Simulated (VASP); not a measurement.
Set up this calculation in VASP 6.6.1, as the native input.

```
Task                   : single point
Functional             : PBEsol
Potentials or basis    : VASP PAW PBE potentials, release 64 (Mo_sv)
Cutoff                 : 520 eV
k mesh                 : 15 × 15 × 1
Occupations            : methfessel-paxton, width 0.1 eV
Spin                   : no spin polarisation
Dipole correction      : yes
Further INCAR settings : ALGO = Normal; EDIFF = 1e-06
```

The structure of Mo lies in POSCAR:

```
Mo
1.0
    2.7112293600      0.0000000000      0.0000000000
   -0.9037431200      2.5561715500      0.0000000000
    0.0000000000      0.0000000000     26.0685475100
Mo
6
Direct
    0.5000000000      0.5000000000      0.2877030300
    0.0000000000      0.0000000000      0.3726218200
    0.5000000000      0.5000000000      0.4575406100
    0.0000000000      0.0000000000      0.5424593900
    0.5000000000      0.5000000000      0.6273781800
    0.0000000000      0.0000000000      0.7122969700
```

The slab is cut from a database's or a generator's crystal, which needn't be the stable form of the element.

These files were run (other wordings do the same):

INCAR

```
SYSTEM = Mo
PREC     = Accurate       ! precision mode
ENCUT    = 520            ! plane-wave cutoff, eV
EDIFF    = 1E-6           ! SCF threshold, eV
ISMEAR   = 1              ! smearing method
SIGMA    = 0.1            ! smearing width, eV
LREAL    = .FALSE.        ! projectors in reciprocal space
LASPH    = .TRUE.         ! aspherical terms in the spheres
NELM     = 80             ! most SCF steps
ALGO     = Normal         ! electronic algorithm
ISIF     = 2              ! what is computed and relaxed
LWAVE    = .FALSE.        ! write WAVECAR
LCHARG   = .FALSE.        ! write CHGCAR
LDIPOL   = .TRUE.       
IDIPOL   = 3            
DIPOL    = 0.5 0.5 0.500
GGA      = PS             ! functional
LVHAR    = .TRUE.       
LVACPOTAV= .TRUE.       
ICORELEVEL= 1            
KPAR     = 4
```

KPOINTS

```
regular mesh
0
G
  15 15 1
  0 0 0
```

Potentials or basis: VASP PAW PBE potentials, release 64 (Mo_sv).

Run with:

```bash
$ cat potpaw_PBE.64/Mo_sv/POTCAR > POTCAR
$ mpirun -np 4 vasp_std > vasp.out
```

Results of the run:

```json
{
  "Largest force": "0.683 eV/Å",
  "Band gap on the k mesh": "none (metal or under the smearing width)",
  "Work function of the upper face": "4.82 eV",
  "Work function of the lower face": "4.82 eV"
}
```

Caveat: the PAW data sets were made with another functional, which shifts forces and pressure a little.

It took 4 min on 4 MPI ranks on Intel(R) Xeon(R) Platinum 8488C (Sapphire Rapids), on a shared host, peak memory 0.52 GiB a rank.
